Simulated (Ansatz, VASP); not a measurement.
# Ga35SiN36 (Si_Ga): VASP beside Ansatz, part 2 of 3

Wanted: the spread between two codes on one cell, functional and k mesh. Of the first pair: The structure shown is the start of the Ansatz relaxation below; VASP solves that cell, so the two are compared at the walk's first step.

VASP 6.6.1 and Ansatz 0.2.0.

So far: The starting structure; Ansatz: relaxation, r2SCAN.

## Step 3: VASP: single point, r2SCAN, start cell, pair 1

Level of this step: r2SCAN; plane waves and PAW (Ga_d, N, Si) (VASP).

The same cell, functional and mesh now go to VASP, with its own data sets.

Lines of VASP's logs that name or quote its potential files are left out, and so is its time.

INCAR reads:

```
SYSTEM = Ga35SiN36
PREC = Accurate
ENCUT = 580
EDIFF = 1E-06
NELM = 120
ISMEAR = 0
SIGMA = 0.01
LREAL = Auto
ALGO = Normal
METAGGA = R2SCAN
LASPH = .TRUE.
NELECT = 640
NBANDS = 376
LORBIT = 11
LWAVE = .FALSE.
LCHARG = .FALSE.
ISIF = 2
ISYM = 0
GGA_COMPAT = .FALSE.
EFERMI = MIDGAP
LMIXTAU = .TRUE.
NCORE = 2
```

POSCAR reads:

```
Ga35SiN36
1.0
    9.5498176343      0.0000000000      0.0000000000
   -4.7749088171      8.2703846728      0.0000000000
    0.0000000000      0.0000000000     10.3676632292
Ga N Si
35 36 1
Direct
    0.2234217829      0.1160073005      0.2469683808
    0.1142894096      0.2231621712      0.5036117479
    0.2257912092      0.1137791091      0.7457464454
    0.1134788558      0.2269761413      0.0025325640
    0.2234070329      0.4486541010      0.2461969437
    0.1092802494      0.5590382047      0.5017242444
    0.2219499526      0.4418052055      0.7537833577
    0.1106227535      0.5587922670      0.0031345319
    0.2260439332      0.7835890659      0.2505810560
    0.1060144418      0.8870235533      0.5020696453
    0.2214215009      0.7726046917      0.7514301755
    0.1133703207      0.8937387186      0.9966778214
    0.5522747846      0.1127530383      0.2468571696
    0.4492487748      0.2270941527      0.4977106110
    0.5598787274      0.1155937768      0.7469464265
    0.4490531070      0.2232579346      0.9966588200
    0.5596426560      0.4473799160      0.2530105330
    0.5589125592      0.4466768048      0.7535314205
    0.4384757722      0.5524676518      0.0003140313
    0.5501591359      0.7740638741      0.2515157893
    0.4393200619      0.8845535352      0.5015230419
    0.5605137840      0.7832523221      0.7495908025
    0.4437715245      0.8937203398      0.0001100316
    0.8933748779      0.1155381567      0.2470222984
    0.7815193864      0.2238978081      0.5033369511
    0.8852621407      0.1106372964      0.7458972026
    0.7824409986      0.2221989753      0.0017247639
    0.8877091657      0.4400623603      0.2527423916
    0.7724282617      0.5519852075      0.5016429339
    0.8862824622      0.4465429537      0.7525725737
    0.7751350020      0.5540187284      0.9952201158
    0.8873150970      0.7818422305      0.2482442710
    0.7753390184      0.8848110807      0.5030944664
    0.8837905151      0.7772486111      0.7477488252
    0.7725120517      0.8861671240      0.9971851681
    0.2170995115      0.1060028082      0.4369197668
    0.1098715955      0.2173567580      0.1905900063
    0.2244296898      0.1142492202      0.9420268371
    0.1059090734      0.2221419042      0.6887514421
    0.2186696999      0.4390816321      0.4400238414
    0.1165749993      0.5560533375      0.1881083477
    0.2202833590      0.4447085771      0.9423712734
    0.1050706702      0.5523263041      0.6880046971
    0.2225653546      0.7804692593      0.4421654040
    0.1051739229      0.8868292456      0.1883023162
    0.2281181737      0.7797688082      0.9373465153
    0.1143051155      0.8897011797      0.6919772413
    0.5528448459      0.1084151506      0.4338167532
    0.4475872921      0.2237163171      0.1920661345
    0.5500382466      0.1086730588      0.9359974167
    0.4478889675      0.2199231441      0.6893567858
    0.5563023246      0.4488445395      0.4409712101
    0.4442163164      0.5582579508      0.1920082622
    0.5520188207      0.4384404285      0.9382235693
    0.4399198421      0.5555777853      0.6855379889
    0.5614300059      0.7811353710      0.4368750122
    0.4441790290      0.8939862283      0.1880192245
    0.5536019248      0.7718558752      0.9376608581
    0.4464327707      0.8921069928      0.6838791773
    0.8850998632      0.1080819134      0.4415565879
    0.7754441097      0.2201160009      0.1923108376
    0.8931768900      0.1169376079      0.9381745708
    0.7769912682      0.2270191864      0.6880403850
    0.8925842887      0.4459509619      0.4417507493
    0.7809336336      0.5531556489      0.1898164472
    0.8899143877      0.4480002015      0.9341085629
    0.7786979010      0.5611485056      0.6885515899
    0.8888230752      0.7791190198      0.4332935880
    0.7768022677      0.8915590135      0.1841796900
    0.8851094818      0.7779581307      0.9347014641
    0.7742402209      0.8891304686      0.6913915741
    0.4476618151      0.5578005356      0.4955123335
```

KPOINTS reads:

```
Points of the shifted mesh
1
Reciprocal
 0.2500000000  0.2500000000  0.2500000000 1
```

PAW data sets: Ga_d, N and Si (PBE family, release 64).

On the command line:

```bash
mpirun -np 8 vasp_std
```

Numbers of over 12 decimals in the logs are rounded to 6 here.

The program printed:

```text
[banner, memory and clock lines left out]
running    8 mpi-ranks, on    1 nodes
[...]
|                                                                             |
|               ----> ADVICE to this user running VASP <----                  |
|                                                                             |
|     You enforced a specific xc type in the INCAR file but a different       |
|     [... a line on the potential file left out ...]
|     I HOPE YOU KNOW WHAT YOU ARE DOING!                                     |
|                                                                             |

 LDA part: xc-table for (None), standard interpolation
 POSCAR, INCAR and KPOINTS ok, starting setup
[...]
entering main loop
       N       E                     dE             d eps       ncg     rms          rms(c)
DAV:   1     0.129550398696E+05    0.12955E+05   -0.24124E+05   752   0.347E+03
DAV:   2     0.259143143329E+04   -0.10364E+05   -0.98683E+04   752   0.100E+03
DAV:   3    -0.427762614348E+03   -0.30192E+04   -0.28275E+04   888   0.351E+02
DAV:   4    -0.894020989564E+03   -0.46626E+03   -0.45450E+03   792   0.134E+02
DAV:   5    -0.953464355029E+03   -0.59443E+02   -0.58688E+02  1280   0.472E+01BRMIX: very serious problems
 the old and the new charge density differ
 old charge density:   639.00000 new  640.00001
    0.439E+01
DAV:   6    -0.830111095546E+03    0.12335E+03   -0.24059E+02  1192   0.577E+01    0.145E+01
DAV:   7    -0.778831982049E+03    0.51279E+02   -0.54488E+01   872   0.179E+01    0.102E+01
DAV:   8    -0.816293687457E+03   -0.37462E+02   -0.20020E+01   864   0.391E+01    0.458E+00
DAV:   9    -0.769373499291E+03    0.46920E+02   -0.10063E+01   824   0.149E+01    0.387E+00
[...]
DAV:  23    -0.775398634912E+03   -0.14519E-04   -0.30969E-05  1016   0.173E-02    0.114E-02
DAV:  24    -0.775398623185E+03    0.11727E-04   -0.36130E-06   632   0.775E-03    0.109E-02
DAV:  25    -0.775398622732E+03    0.45259E-06   -0.93580E-07   448   0.360E-03
   1 F= -.77539862E+03 E0= -.77539862E+03  d E =0.000000E+00
```

Parts of OUTCAR (step 3):

```text
 POSITION                                       TOTAL-FORCE (eV/Angst)
 -----------------------------------------------------------------------------------
      1.57971      0.95942      2.56049         0.666589     -1.100162      0.548896
      0.02586      1.84564      5.22128        -0.480135     -1.119669     -0.489389
      1.61298      0.94100      7.73165        -0.312944     -0.204511      0.886475
     -0.00009      1.87718      0.02626         0.153576     -0.868384     -0.213310
     -0.00879      3.71054      2.55249         0.331559     -1.062296      0.641512
     -1.62575      4.62346      5.20171         0.458917     -0.045342      0.121872
      0.01000      3.65390      7.81497        -0.887233      0.154410     -0.272685
     -1.61176      4.62143      0.03250        -0.083097      0.097319     -0.534941
     -1.58289      6.48058      2.59794        -0.743546     -0.398404      0.124284
     -3.22304      7.33603      5.20529         0.310960      0.222426      0.008884
     -1.57458      6.38974      7.79057         0.117342      0.504188     -0.345376
     -3.18485      7.39156     10.33322        -0.261126     -0.701545      0.286314
      4.73574      0.93251      2.55933         0.784631     -0.216719      0.780706
      3.20589      1.87816      5.16010        -0.332192     -1.695631      0.316219
[...]
-----------------------------------------------------------------------------------
    total drift:                               -0.020545      0.036541      0.012994

  FREE ENERGIE OF THE ION-ELECTRON SYSTEM (eV)
  ---------------------------------------------------
  free  energy   TOTEN  =      -775.3986227324 eV

  energy  without entropy=     -775.3986227324  energy(sigma->0) =     -775.39862273

[... 1 further part left out ...]
```

The run ends at a pressure of 4.95 GPa, with forces up to 3.2 eV/Å.

## Step 4: Comparison

Known differences besides the potentials themselves: VASP keeps PBE cores, Ansatz makes them for the functional; fixed occupations in Ansatz, narrow Gaussian smearing in VASP; the cutoff is 500 eV in Ansatz and 580 eV in VASP (PREC = Accurate, projectors in real space). Total energies have different zeros and are not compared.

Forces on 7 of the 72 atoms, those with the largest forces and the largest differences (eV/Å; atoms numbered as in POSCAR):

```csv
atom,"Ansatz x, y, z","VASP x, y, z"
Ga14,"-0.328, -1.665, 0.318","-0.332, -1.696, 0.316"
Ga20,"0.388, 1.429, -1.012","0.383, 1.462, -1.021"
Ga29,"1.286, 1.099, -0.118","1.312, 1.117, -0.119"
N40,"2.034, 2.297, 0.144","2.075, 2.345, 0.148"
N52,"-2.210, 0.853, 0.347","-2.281, 0.884, 0.362"
N55,"0.763, 0.160, -2.062","0.778, 0.166, -2.122"
N56,"-0.982, -2.872, 0.922","-0.998, -2.933, 0.949"
```

The forces differ by 16 meV/Å r.m.s., which is 2.2 % of the r.m.s. force of 0.713 eV/Å (both taken over all components). The cell carries a charge of -1 e against a uniform background, so its pressure also hangs on how the neutralising background is counted, and in a defect's cell a gap may be the spacing between its levels.

## Step 5: Ansatz: relaxation, r2SCAN

This run makes the geometry at which the two programs are then compared.

The structure compared here is the end of the Ansatz relaxation.

input.yaml reads:

```yaml
crystal:
  lattice:
    - [9.54981763, 0.0, 0.0]
    - [-4.77490882, 8.27038467, 0.0]
    - [0.0, 0.0, 10.36766323]
  atoms:
    - { symbol: Ga, position: [0.22222222, 0.11111111, 0.24955312] }
    - { symbol: Ga, position: [0.11111111, 0.22222222, 0.49955312] }
    - { symbol: "N", position: [0.22222222, 0.11111111, 0.43794688] }
    - { symbol: "N", position: [0.11111111, 0.22222222, 0.18794688] }
    - { symbol: Ga, position: [0.22222222, 0.11111111, 0.74955312] }
    - { symbol: Ga, position: [0.11111111, 0.22222222, 0.99955312] }
    - { symbol: "N", position: [0.22222222, 0.11111111, 0.93794688] }
    - { symbol: "N", position: [0.11111111, 0.22222222, 0.68794688] }
    - { symbol: Ga, position: [0.22222222, 0.44444444, 0.24955312] }
    - { symbol: Ga, position: [0.11111111, 0.55555556, 0.49955312] }
    - { symbol: "N", position: [0.22222222, 0.44444444, 0.43794688] }
    - { symbol: "N", position: [0.11111111, 0.55555556, 0.18794688] }
    - { symbol: Ga, position: [0.22222222, 0.44444444, 0.74955312] }
    - { symbol: Ga, position: [0.11111111, 0.55555556, 0.99955312] }
    - { symbol: "N", position: [0.22222222, 0.44444444, 0.93794688] }
    - { symbol: "N", position: [0.11111111, 0.55555556, 0.68794688] }
    - { symbol: Ga, position: [0.22222222, 0.77777778, 0.24955312] }
    - { symbol: Ga, position: [0.11111111, 0.88888889, 0.49955312] }
    - { symbol: "N", position: [0.22222222, 0.77777778, 0.43794688] }
    - { symbol: "N", position: [0.11111111, 0.88888889, 0.18794688] }
    - { symbol: Ga, position: [0.22222222, 0.77777778, 0.74955312] }
    - { symbol: Ga, position: [0.11111111, 0.88888889, 0.99955312] }
    - { symbol: "N", position: [0.22222222, 0.77777778, 0.93794688] }
    - { symbol: "N", position: [0.11111111, 0.88888889, 0.68794688] }
    - { symbol: Ga, position: [0.55555556, 0.11111111, 0.24955312] }
    - { symbol: Ga, position: [0.44444444, 0.22222222, 0.49955312] }
    - { symbol: "N", position: [0.55555556, 0.11111111, 0.43794688] }
    - { symbol: "N", position: [0.44444444, 0.22222222, 0.18794688] }
    - { symbol: Ga, position: [0.55555556, 0.11111111, 0.74955312] }
    - { symbol: Ga, position: [0.44444444, 0.22222222, 0.99955312] }
    - { symbol: "N", position: [0.55555556, 0.11111111, 0.93794688] }
    - { symbol: "N", position: [0.44444444, 0.22222222, 0.68794688] }
    - { symbol: Ga, position: [0.55555556, 0.44444444, 0.24955312] }
    - { symbol: Si, position: [0.44444444, 0.55555556, 0.49955312] }
    - { symbol: "N", position: [0.55555556, 0.44444444, 0.43794688] }
    - { symbol: "N", position: [0.44444444, 0.55555556, 0.18794688] }
    - { symbol: Ga, position: [0.55555556, 0.44444444, 0.74955312] }
    - { symbol: Ga, position: [0.44444444, 0.55555556, 0.99955312] }
    - { symbol: "N", position: [0.55555556, 0.44444444, 0.93794688] }
    - { symbol: "N", position: [0.44444444, 0.55555556, 0.68794688] }
    - { symbol: Ga, position: [0.55555556, 0.77777778, 0.24955312] }
    - { symbol: Ga, position: [0.44444444, 0.88888889, 0.49955312] }
    - { symbol: "N", position: [0.55555556, 0.77777778, 0.43794688] }
    - { symbol: "N", position: [0.44444444, 0.88888889, 0.18794688] }
    - { symbol: Ga, position: [0.55555556, 0.77777778, 0.74955312] }
    - { symbol: Ga, position: [0.44444444, 0.88888889, 0.99955312] }
    - { symbol: "N", position: [0.55555556, 0.77777778, 0.93794688] }
    - { symbol: "N", position: [0.44444444, 0.88888889, 0.68794688] }
    - { symbol: Ga, position: [0.88888889, 0.11111111, 0.24955312] }
    - { symbol: Ga, position: [0.77777778, 0.22222222, 0.49955312] }
    - { symbol: "N", position: [0.88888889, 0.11111111, 0.43794688] }
    - { symbol: "N", position: [0.77777778, 0.22222222, 0.18794688] }
    - { symbol: Ga, position: [0.88888889, 0.11111111, 0.74955312] }
    - { symbol: Ga, position: [0.77777778, 0.22222222, 0.99955312] }
    - { symbol: "N", position: [0.88888889, 0.11111111, 0.93794688] }
    - { symbol: "N", position: [0.77777778, 0.22222222, 0.68794688] }
    - { symbol: Ga, position: [0.88888889, 0.44444444, 0.24955312] }
    - { symbol: Ga, position: [0.77777778, 0.55555556, 0.49955312] }
    - { symbol: "N", position: [0.88888889, 0.44444444, 0.43794688] }
    - { symbol: "N", position: [0.77777778, 0.55555556, 0.18794688] }
    - { symbol: Ga, position: [0.88888889, 0.44444444, 0.74955312] }
    - { symbol: Ga, position: [0.77777778, 0.55555556, 0.99955312] }
    - { symbol: "N", position: [0.88888889, 0.44444444, 0.93794688] }
    - { symbol: "N", position: [0.77777778, 0.55555556, 0.68794688] }
    - { symbol: Ga, position: [0.88888889, 0.77777778, 0.24955312] }
    - { symbol: Ga, position: [0.77777778, 0.88888889, 0.49955312] }
    - { symbol: "N", position: [0.88888889, 0.77777778, 0.43794688] }
    - { symbol: "N", position: [0.77777778, 0.88888889, 0.18794688] }
    - { symbol: Ga, position: [0.88888889, 0.77777778, 0.74955312] }
    - { symbol: Ga, position: [0.77777778, 0.88888889, 0.99955312] }
    - { symbol: "N", position: [0.88888889, 0.77777778, 0.93794688] }
    - { symbol: "N", position: [0.77777778, 0.88888889, 0.68794688] }
  host:
    repeats: [3, 3, 2]
    atoms:
      - { symbol: Ga, position: [0.66666667, 0.33333333, 0.49910624] }
      - { symbol: Ga, position: [0.33333333, 0.66666667, 0.99910624] }
      - { symbol: "N", position: [0.66666667, 0.33333333, 0.87589376] }
      - { symbol: "N", position: [0.33333333, 0.66666667, 0.37589376] }
total_charge: -1
basis:
  ecutwfc: 500
  xc_grid: 2
hamiltonian:
  xc: r2scan
  pseudopotentials: { kind: paw, azcp: { folder: soft_1 } }
kpoints:
  mp_grid: { grid: [1, 1, 1], shift: [0.25, 0.25, 0.25] }
scf:
  occupations: { method: fixed }
  max_iter: 80
output:
  forces: true
  charged_corrections:
    epsilon: [5.83, 5.83, 6.02]
    static_epsilon: [10.1, 10.1, 11.19]
    defect_position: [0.444444, 0.555556, 0.499553]
relax:
  f_tol: 0.02
  max_steps: 80
  random_displacement: { amplitude: 0.05, seed: 8876 }
checkpoint:
  write: "../qm1.relax.run"
  compress: false
  write_wavefunctions: true
  write_every: 100000
```

On the command line:

```bash
ansatz run input.yaml --threads 4 --pin off --max-ram 15073MiB --backend cpu --events-out ev --progress --plain --runs-dir out
```

The program printed:

```text
[...]
Crystal: 72 atoms, lattice volume = 818.845 Å³
Basis set: ecut = 500 eV, 20899 PW (Γ), exchange–correlation on 144×144×160 points (8 copies of the dense FFT grid, shifted against one another)
Bands: 392, of which v1, the nominal top of the filled ones, is band 320 counted from 1 (319 counted from 0)
Symmetry: 1 space group operations
k-points: 1
[...]
SCF iter   1: F=—  HF=-147200.215898 eV  |F-HF|=—  |Δ(HF+E_count)|=         —  Δρ=1.11e-1  dr2=8.91e1  dr2_τ=1.04e1  ethr=3.10e-3  ⟨swp⟩=4.0  Hψ=1031  notcnv=0  defer=69
[...]
- { symbol: N, position: [0.110831, 0.556637, 0.688303] }
[...]
- { symbol: Si, position: [0.444336, 0.556019, 0.499928] }
[...]
- { symbol: Ga, position: [0.888721, 0.778596, 0.249780] }
    - { symbol: Ga, position: [0.777952, 0.888463, 0.500665] }
    - { symbol: N, position: [0.888812, 0.778436, 0.438201] }
    - { symbol: N, position: [0.776234, 0.889266, 0.189527] }
    - { symbol: Ga, position: [0.888812, 0.778520, 0.751140] }
    - { symbol: Ga, position: [0.776856, 0.889099, 1.000006] }
    - { symbol: N, position: [0.888683, 0.778290, 0.939314] }
    - { symbol: N, position: [0.777514, 0.889515, 0.688083] }
```

(Part 2 of 3 ends here.)

[Lines on the potential files, build, host, timing and source positions are cut from VASP's logs without a mark.]

[Logs are printed without paths, hosts, clocks, repeated set-up lines and the standing remarks that a program may print on its own settings, such as how far it seeks lower states.]

[Hosts, paths, dates, database ids (printed as entryN), source tags and the programs' standing remarks are cut or masked in the printed files.]
